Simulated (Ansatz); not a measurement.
**Si$_{2}$Ni: ideal shear of a crystal plane**

Level of theory: DFT PBE, scalar-relativistic, plane waves, PAW in Ansatz 0.2.0. Settings: plane waves to 420 eV, k-mesh 9×12×5 (Γ-centred), Gaussian smearing 0.15 eV. No spin polarisation. A magnetic state may lie lower. Energies are free energies at this smearing, counted from the undisturbed cell; pressure is positive in compression.

The undisturbed cell (relaxed at this level; with this scan's settings it stands at -0.1 GPa):

```xyz
15
Lattice="5.4468 0.0000 0.0000 0.0000 2.7234 -2.7234 2.7234 8.1702 5.4468" Properties=species:S:1:pos:R:3 pbc="T T T"
Si    1.0894    3.2681   -1.9064
Si    3.8128    3.2681    0.8170
Si    6.5362    5.9915    0.8170
Si    3.8128    5.9915    3.5404
Si    6.5362    8.7149    3.5404
Si    3.8128    5.9915    0.8170
Si    6.5362    5.9915    3.5404
Si    3.8128    8.7149    3.5404
Si    3.8128    3.2681   -1.9064
Si    1.0894    3.2681    0.8170
Ni    2.4511    4.6298    2.1787
Ni    5.1745    7.3532    2.1787
Ni    2.4511    7.3532    4.9021
Ni    2.4511    1.9064   -0.5447
Ni    5.1745    4.6298   -0.5447
```

The cut lies on the cell's a–b face, a (0 1 1) plane (indices in the standard cell, whose axes needn't be the Cartesian ones shown) of area 20.98 Å², between layers 1.93 Å apart. Vector c is tilted by f times 0·a + 1·b (length 3.851 Å) with the atoms' Cartesian places fixed: one unrelaxed fault a cell. The traction is dγ/du, the slope of γ against the slip u in Å. Some rows repeat others by symmetry and weren't run.

```csv
f,γ (mJ/m²),traction (GPa)
0.0000,0,0.0
0.1000,162,9.0
0.2000,752,22.2
0.3000,1844,33.0
0.4000,3060,26.2
0.5000,3605,0.0
0.6000,3060,-26.2
0.8000,752,-22.2
```

**Question.** Read off the first barrier and the stress needed to climb it, and compare with Frenkel's sinusoid.

**Answer.** The first sampled maximum lies at f = 0.500, a slip of 1.93 Å, with γ ≈ 3605 mJ/m², which stands in for the unstable fault energy γ_us, and the steepest sampled slope before it is 33.0 GPa. A sinusoid γ = γ_us sin²(πu/λ) with its maximum there has λ = 3.85 Å and a largest slope πγ_us/λ = 29.4 GPa (1 mJ/m² per Å = 0.01 GPa).

**Question.** Is there a metastable fault on this line?

**Answer.** Apart from points where γ returns to about zero, no local minimum shows among the samples, so at this sampling the line offers no fault for a dislocation to split on; a fault can still lie off the line.

The cut is rigid; relaxing the faces lowers these energies and usually the stresses.

In a metal these slopes depend on the k mesh and the smearing.

Cost: 6 runs of about 33 core-minutes in all, on Arm Neoverse V1 (shared hosts).